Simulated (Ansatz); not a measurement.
# Structures of SnSe₂: which is lowest?

Plane-wave DFT in Ansatz with scalar-relativistic PAW potentials, cutoff 500 eV, Γ-centred meshes chosen by cell and gap, Gaussian smearing with energies taken to zero width. Every cell was relaxed (cell and atoms) in a run of its own, within the symmetry of its start. Functional: r2SCAN.

Relaxed structures (starts from databases or built by putting these elements on another compound's sites):
A. P4_2/mnm, 6 atoms in the computed cell, a = 6.479 Å, c = 3.976 Å; sites (symmetry × multiplicity) Sn m.mm × 2, Se m.2m × 4; start: built
B. P-3m1, 3 atoms in the computed cell, a = 3.841 Å, c = 6.525 Å; sites (symmetry × multiplicity) Sn -3m. × 1, Se 3m. × 2; start: database

**Question.** Rank them by energy. Could pressure change the order?

**Answer.**
| structure | group | E − E(lowest) (meV/atom) | V (Å³/atom) | gap on mesh (eV) |
| --- | --- | --- | --- | --- |
| B | P-3m1 | 0.0 | 27.78 | 1.04 |
| A | P4_2/mnm | 210 | 27.81 | 0.00 |

B is lowest, 210 meV/atom under A. The two lowest differ in volume by under 3 %, too little for a first-order estimate of what pressure does to that pair (other pairs aren't weighed here); with rigid cells even 3 % in favour of the higher one would need about 40 GPa. Other structures may lie lower than all of these, and vibrations aren't counted.